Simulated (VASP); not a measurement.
## Input and output of a VASP PBE single-point calculation on SnSe (strained wurtzite)

INCAR

```
EDIFF = 1E-7
LASPH = .TRUE.
GGA = PE
LCHARG = .TRUE.
NSW = 0
NBANDS = 28
PREC = Accurate
ENCUT = 520
LELF = .TRUE.
LWAVE = .FALSE.
ISIF = 2
ISMEAR = -1
LREAL = .FALSE.
SIGMA = 0.02
NELM = 120
IBRION = -1
```

KPOINTS

```
KPOINTS created by Atomic Simulation Environment
0
Gamma
6 6 4
0 0 0
```

KPOINTS_OPT

```
special points
6
Reciprocal
0.0000000000 0.0000000000 0.0000000000 1
0.5000000000 0.0000000000 0.0000000000 1
0.3333333333 0.3333333333 0.0000000000 1
0.0000000000 0.0000000000 0.5000000000 1
0.5000000000 0.0000000000 0.5000000000 1
0.3333333333 0.3333333333 0.5000000000 1
```

POSCAR

```
Sn Se
 1.0000000000000000
     5.0747781425999996   -0.0253738907000000    0.0000000000000000
    -2.5593635052999999    4.4075737354999998    0.0000000000000000
     0.0000000000000000    0.0000000000000000    6.1736757434999996
 Sn  Se
   2   2
Cartesian
 -0.0076681272087175  2.9299613823473907 -0.2416108971358844
  2.5230827645087173  1.4522384624526097  2.8452269746141159
 -0.0178039012806766  2.9299910494570005  2.5567393009483848
  2.5332185385806762  1.4522087953429996  5.6435771726983850
```

VASP ran with the recommended PBE PAW datasets (40 valence electrons in the cell).

Command

```
mpirun -np 1 vasp_std
```

From OUTCAR

```
k-points           NKPTS =     60   k-points in BZ     NKDIM =     60   number of bands    NBANDS=     28

   NELECT =      40.0000    total number of electrons

   dimension x,y,z NGX =    40 NGY =   40 NGZ =   48
   dimension x,y,z NGXF=    80 NGYF=   80 NGZF=   96

  energy-cutoff  :      520.00
  volume of cell :      137.69
      direct lattice vectors                 reciprocal lattice vectors
     5.074778143 -0.025373891  0.000000000     0.197626733  0.114756707  0.000000000
    -2.559363505  4.407573735  0.000000000     0.001137714  0.227542835  0.000000000
     0.000000000  0.000000000  6.173675743     0.000000000  0.000000000  0.161978057

 k-points in reciprocal lattice and weights: KPOINTS created by Atomic Simulation Env
   0.00000000  0.00000000  0.00000000       0.007
   0.16666667  0.00000000  0.00000000       0.014
   0.33333333  0.00000000  0.00000000       0.014
   0.50000000  0.00000000  0.00000000       0.007
  -0.00000000  0.16666667  0.00000000       0.014
   0.16666667  0.16666667  0.00000000       0.014
   0.33333333  0.16666667  0.00000000       0.014
   0.50000000  0.16666667  0.00000000       0.014
   ...

 E-fermi :   4.1061

 k-point     1 :       0.0000    0.0000    0.0000
  band No.  band energies     occupation
      1     -18.0083      2.00000
      2     -18.0064      2.00000
      3     -18.0062      2.00000
      4     -18.0057      2.00000
      5     -18.0056      2.00000
      6     -17.9898      2.00000
      7     -17.9888      2.00000
      8     -17.9867      2.00000
      9     -17.9764      2.00000
     10     -17.9758      2.00000
     11      -9.8875      2.00000
     12      -8.8912      2.00000
     13      -2.8462      2.00000
     14      -1.4996      2.00000
     15      -0.7120      2.00000
     16       0.1234      2.00000
     17       0.1272      2.00000
     18       1.3767      2.00000
     19       1.3859      2.00000
     20       1.3990      2.00000
     21       4.7624      0.00000
     22       4.7827      0.00000
     23       6.3143      0.00000
     24       6.3607      0.00000
     25       7.8501      0.00000
     26       8.3501      0.00000
     27       9.1895      0.00000
     28       9.2502      0.00000

 k-point     2 :       0.1667    0.0000    0.0000
  band No.  band energies     occupation
      1     -18.0125      2.00000
      2     -18.0071      2.00000
      3     -18.0057      2.00000
      4     -18.0042      2.00000
      5     -18.0009      2.00000
      6     -17.9903      2.00000
      7     -17.9886      2.00000
      8     -17.9866      2.00000
      9     -17.9766      2.00000
     10     -17.9759      2.00000
     11      -9.7961      2.00000
     12      -8.8983      2.00000
     13      -3.0656      2.00000
     14      -1.9911      2.00000
     15      -0.9555      2.00000
     16      -0.0641      2.00000
     17       0.7901      2.00000
     18       1.1618      2.00000
     19       1.2961      2.00000
     20       1.9374      2.00000
     21       4.6670      0.00000
     22       5.1774      0.00000
     23       6.2958      0.00000
     24       6.7597      0.00000
     25       7.7216      0.00000
     26       8.8035      0.00000
     27       8.9473      0.00000
     28       9.1142      0.00000

 k-point     3 :       0.3333    0.0000    0.0000
  band No.  band energies     occupation
      1     -18.0156      2.00000
      2     -18.0090      2.00000
      3     -18.0047      2.00000
      4     -18.0022      2.00000
      5     -17.9949      2.00000
      6     -17.9912      2.00000
      7     -17.9883      2.00000
      8     -17.9866      2.00000
      9     -17.9781      2.00000
     10     -17.9752      2.00000
     11      -9.5653      2.00000
     12      -8.9567      2.00000
     13      -3.4362      2.00000
     14      -2.7730      2.00000
     15      -0.8480      2.00000
     16      -0.3670      2.00000
     17       0.6191      2.00000
     18       1.1167      2.00000
     19       1.4469      2.00000
     20       2.6681      2.00000
     21       5.1065      0.00000
     22       6.1310      0.00000
     23       6.4634      0.00000
     24       7.5595      0.00000
     25       7.7322      0.00000
     26       8.4652      0.00000
     27       8.7118      0.00000
     28       9.3159      0.00000

 k-point     4 :       0.5000    0.0000    0.0000
  band No.  band energies     occupation
      1     -18.0166      2.00000
      2     -18.0099      2.00000
      3     -18.0042      2.00000
      4     -18.0012      2.00000
      5     -17.9917      2.00000
      6     -17.9914      2.00000
      7     -17.9890      2.00000
      8     -17.9866      2.00000
      9     -17.9790      2.00000
     10     -17.9748      2.00000
     11      -9.3865      2.00000
     12      -9.0479      2.00000
     13      -3.5472      2.00000
     14      -3.1570      2.00000
     15      -0.6230      2.00000
     16      -0.4952      2.00000
     17       0.2631      2.00000
     18       1.0281      2.00000
     19       1.5674      2.00000
     20       2.9143      2.00000
     21       5.8560      0.00000
     22       6.6258      0.00000
     23       6.6824      0.00000
     24       7.5333      0.00000
     25       8.3276      0.00000
     26       8.5145      0.00000
     27       8.8888      0.00000
     28       9.1166      0.00000

 k-point     5 :      -0.0000    0.1667    0.0000
  band No.  band energies     occupation
      1     -18.0122      2.00000
      2     -18.0070      2.00000
      3     -18.0059      2.00000
      4     -18.0045      2.00000
      5     -18.0009      2.00000
      6     -17.9900      2.00000
      7     -17.9888      2.00000
      8     -17.9866      2.00000
      9     -17.9769      2.00000
     10     -17.9756      2.00000
     11      -9.7974      2.00000
     12      -8.8984      2.00000
     13      -3.0671      2.00000
     14      -1.9891      2.00000
     15      -0.9571      2.00000
     16      -0.0577      2.00000
     17       0.7984      2.00000
     18       1.1593      2.00000
     19       1.3021      2.00000
     20       1.9352      2.00000
     21       4.6659      0.00000
     22       5.1818      0.00000
     23       6.2771      0.00000
     24       6.7726      0.00000
     25       7.7092      0.00000
     26       8.7935      0.00000
     27       8.9727      0.00000
     28       9.1164      0.00000

 k-point     6 :       0.1667    0.1667    0.0000
  band No.  band energies     occupation
      1     -18.0145      2.00000
      2     -18.0093      2.00000
      3     -18.0046      2.00000
      4     -18.0029      2.00000
      5     -17.9963      2.00000
      6     -17.9911      2.00000
      7     -17.9881      2.00000
      8     -17.9865      2.00000
      9     -17.9781      2.00000
     10     -17.9751      2.00000
     11      -9.6331      2.00000
     12      -8.9330      2.00000
     13      -3.3492      2.00000
     14      -2.5825      2.00000
     15      -0.8976      2.00000
     16      -0.4224      2.00000
     17       0.7878      2.00000
     18       1.0553      2.00000
     19       1.5947      2.00000
     20       2.5946      2.00000
     21       4.6670      0.00000
     22       5.9739      0.00000
     23       6.2418      0.00000
     24       7.4704      0.00000
     25       7.7469      0.00000
     26       8.1596      0.00000
     27       8.9271      0.00000
     28       9.6236      0.00000

 k-point     7 :       0.3333    0.1667    0.0000
  band No.  band energies     occupation
      1     -18.0154      2.00000
      2     -18.0107      2.00000
      3     -18.0046      2.00000
      4     -18.0013      2.00000
      5     -17.9920      2.00000
      6     -17.9918      2.00000
      7     -17.9885      2.00000
      8     -17.9858      2.00000
      9     -17.9800      2.00000
     10     -17.9745      2.00000
     11      -9.3924      2.00000
     12      -9.0434      2.00000
     13      -3.5188      2.00000
     14      -3.1437      2.00000
     15      -0.7881      2.00000
     16      -0.5629      2.00000
     17       0.2724      2.00000
     18       0.8432      2.00000
     19       2.1633      2.00000
     20       3.1966      2.00000
     21       5.2566      0.00000
     22       6.2944      0.00000
     23       6.5715      0.00000
     24       7.7279      0.00000
     25       8.0880      0.00000
     26       8.3292      0.00000
     27       8.5946      0.00000
     28       9.5354      0.00000

 ...

  Total        0.6018309      0.6016887      1.0321381     -0.0159103      0.0000000      0.0000000
  in kB        7.0030524      7.0013975     12.0102119     -0.1851364      0.0000000      0.0000000
  external PRESSURE =       8.6715539 kB  Pullay stress =       0.0000000 kB

 POSITION                                       TOTAL-FORCE (eV/Angst)
 -----------------------------------------------------------------------------------
     -0.00767      2.92996      5.93206         0.003881      0.000277     -0.111745
      2.52308      1.45224      2.84523        -0.003881     -0.000277     -0.111745
     -0.01780      2.92999      2.55674         0.006839      0.000217      0.111745
      2.53322      1.45221      5.64358        -0.006839     -0.000217      0.111745
 -----------------------------------------------------------------------------------
    total drift:                                0.000000     -0.000000      0.000638

  FREE ENERGIE OF THE ION-ELECTRON SYSTEM (eV)
  ---------------------------------------------------
  free  energy   TOTEN  =       -16.0221788139 eV

  energy  without entropy=      -16.0221788139  energy(sigma->0) =      -16.02217881
```

```
gap between bands v and c : 0.88 eV
least direct gap          : 0.88 eV
pressure                  : 0.9 GPa
largest force             : 0.11 eV/Å
```

Band v is the last that the valence electrons fill when counted band by band, and c is the next.

The run took about 3.4 min on one core of a shared host (Intel Xeon Platinum 8488C) and held 0.46 GiB at most.
